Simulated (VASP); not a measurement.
Input of a VASP 6.6.1 run:

Contents of INCAR:

```
SYSTEM = ZnCu2SnS4
PREC = Accurate ; ENCUT = 520
EDIFF = 1E-6 ; ISMEAR = 0
SIGMA = 0.03 ; LREAL = .FALSE.
LASPH = .TRUE. ; NELM = 80
ALGO = Normal ; ISIF = 2
LWAVE = .FALSE. ; LCHARG = .FALSE.
LMAXMIX = 4 ; METAGGA = R2SCAN
LMIXTAU = .TRUE. ; NBANDS = 46
KPAR = 4
```

The input KPOINTS:

```
Automatic mesh
0
G
  10 10 10
  0 0 0
```

Contents of POSCAR:

```
ZnCu2SnS4                               
1.0
   -2.6902781645      2.6902781738      5.3774036620
    2.6902781645     -2.6902781738      5.3774036620
    2.6902781738      2.6902781645     -5.3774036620
  Zn              Cu              Sn              S             
     1     2     1     4
Direct
     0.2500000000000000    0.7500000000000000    0.5000000000000000
     1.0000000000000000    1.0000000000000000    1.0000000000000000
     0.7500000000000000    0.2500000000000000    0.5000000000000000
     0.5000000000000000    0.5000000000000000    1.0000000000000000
     0.3705663334532039    0.8976937955304338    0.0086890794957681
     0.1023062044695662    0.1109952839653343    0.4728725379227772
     0.8890047160346657    0.3618772539574429    0.9913109205042319
     0.6381227460425571    0.6294336665467961    0.5271274620772228
```

KPOINTS_OPT

```
explicit points
173
Reciprocal
 0.0000000000  0.0000000000  0.0000000000 1
 0.0000000000  0.0000000000  0.0357142857 1
 0.0000000000  0.0000000000  0.0714285714 1
 0.0000000000  0.0000000000  0.1071428571 1
 0.0000000000  0.0000000000  0.1428571429 1
 0.0000000000  0.0000000000  0.1785714286 1
[... 165 lines left out ...]
-0.1254335710  0.1254335710  0.5000000000 1
 0.5000000000  0.5000000000 -0.1254335710 1
```

Potentials or basis: VASP PAW PBE potentials, release 64 (Zn, Cu, Sn_d, S).

The run is started by

```sh
$ cat potpaw_PBE.64/Zn/POTCAR potpaw_PBE.64/Cu/POTCAR potpaw_PBE.64/Sn_d/POTCAR potpaw_PBE.64/S/POTCAR > POTCAR
$ mpirun -np 4 vasp_std > vasp.out
```

Task: What does it give for the band gap on the k mesh?

Result: 0.48 eV, direct.

Task: What does it give for the pressure?

Result: 1.3 GPa.

Task: What does it give for the band gap along the path?

Result: 0.48 eV, direct.

Forces in eV/Å, atoms in the order of the input:
```
Zn   0.000  0.000  0.000
Cu   0.000  0.000  0.000
Cu   0.000  0.000  0.000
Sn   0.000  0.000  0.000
S   -0.182  0.073 -0.083
S    0.073  0.182  0.083
S    0.182 -0.073 -0.083
S   -0.073 -0.182  0.083
```

Caveat: the PAW data sets were made with another functional, which shifts forces and pressure a little; spin-orbit coupling is left out, which moves the levels of the heavy elements.
